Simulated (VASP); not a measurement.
Here is a VASP 6.6.1 calculation.

run.py

```python
from ase.calculators.vasp import Vasp
from ase.eos import EquationOfState
from ase.io import Trajectory
from ase.io import read
from ase.units import GPa

atoms = read('Bi.cif')
calc = Vasp(
    directory='calc',
    pp='PBE',
    setups='recommended',
    prec='Accurate',
    encut=520,
    ediff=1e-06,
    ismear=0,
    sigma=0.01,
    lreal=False,
    lasph=True,
    nelm=60,
    algo='Normal',
    isif=2,
    lwave=False,
    lcharg=False,
    gga='91',
    ivdw=12,
    vdw_s6=1.0,
    vdw_s8=1.9598,
    vdw_a1=0.6319,
    vdw_a2=4.5718,
    kpts=[9, 9, 9],
    gamma=True,
)
atoms.calc = calc
cell = atoms.cell.copy()
volumes, energies = [], []
traj = Trajectory('eos.traj', 'w')
for x in [0.94, 0.96, 0.98, 1.0, 1.02, 1.04, 1.06]:
    atoms.set_cell(cell * x ** (1 / 3), scale_atoms=True)
    volumes.append(atoms.get_volume())
    energies.append(atoms.get_potential_energy())
    traj.write(atoms)
    print(f'{x:5.2f} {volumes[-1]:12.5f} {energies[-1]:14.6f}')

v0, e0, B = EquationOfState(volumes, energies, eos='sj').fit()
print(f'V0 = {v0:.4f} A^3, E0 = {e0:.6f} eV, B = {B / GPa:.2f} GPa')
```

The input Bi.cif:

```cif
data_Bi
_cell_length_a 3.43193835
_cell_length_b 3.43193835
_cell_length_c 3.43193835
_cell_angle_alpha 109.47122063
_cell_angle_beta 109.47122063
_cell_angle_gamma 109.47122063
_space_group_name_H-M_alt 'P1'
_space_group_name_Hall 'P 1'
_space_group_IT_number 1
loop_
_space_group_symop_operation_xyz
'x,y,z'
loop_
_atom_site_label
_atom_site_type_symbol
_atom_site_symmetry_multiplicity
_atom_site_Wyckoff_symbol
_atom_site_fract_x
_atom_site_fract_y
_atom_site_fract_z
_atom_site_occupancy
Bi1 Bi 1 a 0.0000000000 0.0000000000 0.0000000000 1
```

Potentials or basis: VASP PAW PBE potentials, release 64 (Bi_d).

Command:

```bash
$ python run.py
```

Question: Predict the equilibrium volume.

Answer: 30.74 Å³/atom.

Question: What does it give for the pressure derivative of the bulk modulus?

Answer: 4.6.

Question: Predict the bulk modulus.

Answer: 59 GPa.

Energy against volume, from the lowest point:
```tsv
volume (Å³/atom)	energy (meV/atom)
29.250	14.31
29.872	4.40
30.495	0.00
31.117	0.47
31.739	5.29
32.362	14.02
32.984	26.24
```

Caveat: the PAW data sets were made with another functional, which shifts forces and pressure a little.
